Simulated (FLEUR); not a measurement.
Here is a FLEUR MaX-R8.1 (later development tree) calculation.

Contents of inp.xml:

```xml
<?xml version="1.0" encoding="UTF-8" standalone="no"?>
<fleurInput fleurInputVersion="0.39">
   <comment>
      Zr                                                                                                  
   </comment>
   <calculationSetup>
      <cutoffs Kmax="4.1" Gmax="12.7" GmaxXC="12.7" numbands="0"/>
      <scfLoop itmax="60" minDistance="0.00001" maxIterBroyd="15" imix="Anderson" alpha="0.05" precondParam="0.0" spinf="2.0" sdNocoIR="T"/>
      <coreElectrons ctail="T" frcor="F" kcrel="0" coretail_lmax="0"/>
      <xcFunctional name="PBEs" relativisticCorrections="F"/>
      <magnetism jspins="1"/>
      <soc l_soc="F" theta="0.0" phi="0.0" spav="F"/>
      <expertModes spex="0" secvar="F"/>
      <geometryOptimization l_f="F" forcealpha="1.0" forcemix="BFGS" epsdisp="0.00001" epsforce="0.00001"/>
      <ldaU l_linMix="F" mixParam="0.05" spinf="1.0"/>
   </calculationSetup>
   <cell>
      <bzIntegration valenceElectrons="24.0" mode="hist" fermiSmearingEnergy="0.00183747">
         <kPointListSelection listName="default-1"/>
         <!-- k-points included here -->
         <xi:include xmlns:xi="http://www.w3.org/2001/XInclude" href="kpts.xml"> </xi:include>
      </bzIntegration>
      <!-- symmetry operations included here -->
      <xi:include xmlns:xi="http://www.w3.org/2001/XInclude" href="sym.xml"> </xi:include>
      <bulkLattice scale="1.0">
         <bravaisMatrix>
            <row-1>    6.1075948347072000     0.0000000000000000     0.0000000000000000</row-1>
            <row-2>   -3.0537974173536000     5.2893322828198945     0.0000000000000000</row-2>
            <row-3>    0.0000000000000000     0.0000000000000000     9.7264203633161994</row-3>
         </bravaisMatrix>
      </bulkLattice>
   </cell>
   <atomSpecies>
      <species name="Zirconium (Zr)" element="Zr" atomicNumber="40">
         <mtSphere radius="2.66" gridPoints="879" logIncrement="0.015"/>
         <atomicCutoffs lmax="10" lnonsphr="10"/>
         <electronConfig flipSpins="F">
            <coreConfig>(1s1/2) (2s1/2) (2p1/2) (2p3/2) (3s1/2) (3p1/2) (3p3/2) (3d3/2) (3d5/2)</coreConfig>
            <valenceConfig>(4s1/2) (4p1/2) (4p3/2) (5s1/2) (4d3/2) (4d5/2)</valenceConfig>
            <stateOccupation state="(4d3/2)" spinUp="0.400000" spinDown="0.400000"/>
            <stateOccupation state="(4d5/2)" spinUp="0.600000" spinDown="0.600000"/>
         </electronConfig>
         <energyParameters s="5" p="5" d="4" f="4"/>
         <lo type="SCLO" l="0" n="4" eDeriv="0"/>
         <lo type="SCLO" l="1" n="4" eDeriv="0"/>
         <lo type="SCLO" l="1" n="4" eDeriv="1"/>
         <lo type="SCLO" l="2" n="4" eDeriv="2"/>
         <lo type="SCLO" l="3" n="4" eDeriv="2"/>
      </species>
   </atomSpecies>
   <atomGroups>
      <atomGroup species="Zirconium (Zr)">
         <relPos label="                   1">-1.000/3.000 1.000/3.000 -1.000/4.000</relPos>
         <relPos label="                   2">1.000/3.000 -1.000/3.000 1.000/4.000</relPos>
         <force calculate="T" relaxXYZ="TTT"/>
      </atomGroup>
   </atomGroups>
   <output dos="F" band="F" slice="F">
      <checks vchk="F" cdinf="F"/>
      <bandDOS minEnergy="-.5*Htr" maxEnergy="0.5*Htr" sigma="0.015" storeEVData="T"/>
      <vacuumDOS vacdos="F" integ="F" star="F" nstars="0" locx1="0.0" locy1="0.0" locx2="0.0" locy2="0.0" nstm="0" tworkf="0.0"/>
      <unfoldingBand unfoldBand="F" supercellX="1" supercellY="1" supercellZ="1"/>
      <plotting iplot="0" polar="F">
         <plot TwoD="T" vec1="  1.0  0.0  0.0" vec2="  0.0  1.0  0.0" vec3="  0.0  0.0  1.0" zero="  0.0  0.0  0.0" file="plot"/>
      </plotting>
      <chargeDensitySlicing numkpt="0" minEigenval="0.0" maxEigenval="0.0" nnne="0" pallst="F"/>
      <specialOutput eonly="F"/>
      <moessbauerParams electricFieldGradient="T" isomerShift="T" coreHyperfine="T" valenceHyperfine="T"/>
      <magneticCircularDichroism mcd="F" energyLo="-10.0" energyUp="0.0"/>
   </output>
  <!-- We include the file relax.xml here to enable relaxations (see documentation) -->
  <xi:include xmlns:xi="http://www.w3.org/2001/XInclude" href="relax.xml"> <xi:fallback/> </xi:include>
</fleurInput>
```

The input crystal.txt:

```
Zr
&input cartesian=F /
3.2320000000  0.0000000000  0.0000000000
-1.6160000000  2.7989941050  0.0000000000
0.0000000000  0.0000000000  5.1470000000
1.8897261246
1.0 1.0 1.0

2
40 0.6666666666  0.3333333332  0.7500000000
40 0.3333333332  0.6666666666  0.2500000000

&kpt div1=9 div2=9 div3=5 gamma=T /
```

Contents of inp.xml (bands):

```
<?xml version="1.0" encoding="UTF-8" standalone="no"?>
<fleurInput fleurInputVersion="0.39">
   <comment>
      Zr                                                                                                  
   </comment>
   <calculationSetup>
      <cutoffs Kmax="4.1" Gmax="12.7" GmaxXC="12.7" numbands="0"/>
      <scfLoop itmax="60" minDistance="0.00001" maxIterBroyd="15" imix="Anderson" alpha="0.05" precondParam="0.0" spinf="2.0" sdNocoIR="T"/>
      <coreElectrons ctail="T" frcor="F" kcrel="0" coretail_lmax="0"/>
      <xcFunctional name="PBEs" relativisticCorrections="F"/>
      <magnetism jspins="1"/>
      <soc l_soc="F" theta="0.0" phi="0.0" spav="F"/>
      <expertModes spex="0" secvar="F"/>
      <geometryOptimization l_f="F" forcealpha="1.0" forcemix="BFGS" epsdisp="0.00001" epsforce="0.00001"/>
      <ldaU l_linMix="F" mixParam="0.05" spinf="1.0"/>
   </calculationSetup>
   <cell>
      <bzIntegration valenceElectrons="24.0" mode="hist" fermiSmearingEnergy="0.00183747">
         <kPointListSelection listName="path-1"/>
         <!-- k-points included here -->
         <xi:include xmlns:xi="http://www.w3.org/2001/XInclude" href="kpts.xml"> </xi:include>
      </bzIntegration>
      <!-- symmetry operations included here -->
      <xi:include xmlns:xi="http://www.w3.org/2001/XInclude" href="sym.xml"> </xi:include>
      <bulkLattice scale="1.0">
         <bravaisMatrix>
            <row-1>    6.1075948347072000     0.0000000000000000     0.0000000000000000</row-1>
            <row-2>   -3.0537974173536000     5.2893322828198945     0.0000000000000000</row-2>
            <row-3>    0.0000000000000000     0.0000000000000000     9.7264203633161994</row-3>
         </bravaisMatrix>
      </bulkLattice>
   </cell>
   <atomSpecies>
      <species name="Zirconium (Zr)" element="Zr" atomicNumber="40">
         <mtSphere radius="2.66" gridPoints="879" logIncrement="0.015"/>
         <atomicCutoffs lmax="10" lnonsphr="10"/>
         <electronConfig flipSpins="F">
            <coreConfig>(1s1/2) (2s1/2) (2p1/2) (2p3/2) (3s1/2) (3p1/2) (3p3/2) (3d3/2) (3d5/2)</coreConfig>
            <valenceConfig>(4s1/2) (4p1/2) (4p3/2) (5s1/2) (4d3/2) (4d5/2)</valenceConfig>
            <stateOccupation state="(4d3/2)" spinUp="0.400000" spinDown="0.400000"/>
            <stateOccupation state="(4d5/2)" spinUp="0.600000" spinDown="0.600000"/>
         </electronConfig>
         <energyParameters s="5" p="5" d="4" f="4"/>
         <lo type="SCLO" l="0" n="4" eDeriv="0"/>
         <lo type="SCLO" l="1" n="4" eDeriv="0"/>
         <lo type="SCLO" l="1" n="4" eDeriv="1"/>
         <lo type="SCLO" l="2" n="4" eDeriv="2"/>
         <lo type="SCLO" l="3" n="4" eDeriv="2"/>
      </species>
   </atomSpecies>
   <atomGroups>
      <atomGroup species="Zirconium (Zr)">
         <relPos label="                   1">-1.000/3.000 1.000/3.000 -1.000/4.000</relPos>
         <relPos label="                   2">1.000/3.000 -1.000/3.000 1.000/4.000</relPos>
         <force calculate="T" relaxXYZ="TTT"/>
      </atomGroup>
   </atomGroups>
   <output dos="F" band="T" slice="F">
      <checks vchk="F" cdinf="F"/>
      <bandDOS minEnergy="-.5*Htr" maxEnergy="0.5*Htr" sigma="0.015" storeEVData="T"/>
      <vacuumDOS vacdos="F" integ="F" star="F" nstars="0" locx1="0.0" locy1="0.0" locx2="0.0" locy2="0.0" nstm="0" tworkf="0.0"/>
      <unfoldingBand unfoldBand="F" supercellX="1" supercellY="1" supercellZ="1"/>
      <plotting iplot="0" polar="F">
         <plot TwoD="T" vec1="  1.0  0.0  0.0" vec2="  0.0  1.0  0.0" vec3="  0.0  0.0  1.0" zero="  0.0  0.0  0.0" file="plot"/>
      </plotting>
      <chargeDensitySlicing numkpt="0" minEigenval="0.0" maxEigenval="0.0" nnne="0" pallst="F"/>
      <specialOutput eonly="F"/>
      <moessbauerParams electricFieldGradient="T" isomerShift="T" coreHyperfine="T" valenceHyperfine="T"/>
      <magneticCircularDichroism mcd="F" energyLo="-10.0" energyUp="0.0"/>
   </output>
  <!-- We include the file relax.xml here to enable relaxations (see documentation) -->
  <xi:include xmlns:xi="http://www.w3.org/2001/XInclude" href="relax.xml"> <xi:fallback/> </xi:include>
</fleurInput>
```

Potentials or basis: all-electron, FLAPW.

Command:

```sh
$ inpgen -f crystal.txt -profile fastHighL
$ # inp.xml edited to the form shown
$ fleur_MPI
$ fleur_MPI   # second run, on inp.xml (bands)
```

Question: What does it give for the band gap along the path?

Answer: None (metal or under the smearing width).

Core levels (eV from the Fermi level):
```csv
atom,levels
1 Zr,"1s1/2 -17799.7, 2s1/2 -2461.0, 2p1/2 -2252.7, 2p3/2 -2166.9, 3s1/2 -398.1, 3p1/2 -320.6, 3p3/2 -307.0, 3d3/2 -170.2, 3d5/2 -167.7"
2 Zr,"1s1/2 -17799.7, 2s1/2 -2461.0, 2p1/2 -2252.7, 2p3/2 -2166.9, 3s1/2 -398.1, 3p1/2 -320.6, 3p3/2 -307.0, 3d3/2 -170.2, 3d5/2 -167.7"
```
